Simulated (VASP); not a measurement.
Wanted: the native input for a VASP 6.6.1 run.

```
Task                   : single point
Functional             : PBE
Potentials or basis    : VASP PAW PBE potentials, release 64 (Sr_sv, Cl)
Cutoff                 : 520 eV
k mesh                 : 6 × 6 × 6
Occupations            : gaussian, width 0.02 eV
Spin                   : no spin polarisation
Dipole correction      : no
Further INCAR settings : ALGO = Fast; EDIFF = 1e-06; NBANDS = 19
```

The structure of SrCl2 lies in POSCAR:

```
SrCl2
1.0
    0.0000000000      3.5192138352      3.5192138352
    3.5192138352      0.0000000000      3.5192138352
    3.5192138352      3.5192138352      0.0000000000
Sr Cl
1 2
Direct
    0.0000000000      0.0000000000      0.0000000000
    0.2500000000      0.2500000000      0.2500000000
    0.7500000000      0.7500000000      0.7500000000
```

One way to write it, as run:

INCAR

```
SYSTEM = SrCl2
PREC = Accurate
ENCUT = 520
EDIFF = 1E-6
ISMEAR = 0
SIGMA = 0.02
LREAL = .False.
LASPH = .True.
NELM = 60
ALGO = Fast
ISIF = 2
LWAVE = .False.
LCHARG = .True.
GGA = PE
LELF = .True.
LVHAR = .True.
NBANDS = 19
```

KPOINTS

```
regular mesh
0
Gamma
  6 6 6
  0 0 0
```

Potentials or basis: VASP PAW PBE potentials, release 64 (Sr_sv, Cl).

Launch:

```sh
$ cat potpaw_PBE.64/Sr_sv/POTCAR potpaw_PBE.64/Cl/POTCAR > POTCAR
$ mpirun -np 1 vasp_std > vasp.out
```

It gave:

| Property | Result |
| --- | --- |
| Pressure | 0.1 GPa |
| Band gap on the k mesh | 5.24 eV, indirect (least direct gap 5.51 eV) |

Run time: 71 s on 1 thread of AMD EPYC 7R43 64-Core Processor (Zen 3), on a shared host, peak memory 0.19 GiB.
